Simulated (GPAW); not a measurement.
The system is Si2Ni.

```
Ni Si
1.0
     0.00000    2.70300    2.70300
     2.70300    0.00000    2.70300
     2.70300    2.70300    0.00000
Ni Si
1 2
Cartesian
  0.0000 0.0000 0.0000
  4.0545 4.0545 4.0545
  1.3515 1.3515 1.3515
```

Base run:

- Program: GPAW 26.7.0
- Functional: PBEsol
- Potentials or basis: PAW data sets generated in the run's folder for this functional
- Cutoff: 600 eV
- Basis: pw
- k mesh: 9 × 9 × 9
- Occupations: fermi-dirac, width 0.05 eV
- Spin: collinear spin, ferromagnetic start
- Starting moments: [1.0, 0.0, 0.0] μB
- Hubbard terms: Ni d U = 3 eV

Its results: pressure -0.8 GPa; net moment 0.00 μB per cell.

The run is repeated on the same cell with these changes: hubbard terms from Ni d U = 3 eV to Ni d U = 4 eV. What comes out?

Pressure -1.3 GPa; net moment 0.00 μB per cell.

Caveats: the stock nickel data set gives pressures a few GPa off other programs; the U is typed as a test and isn't derived for this compound.

Not every run made on this cell is shown here.
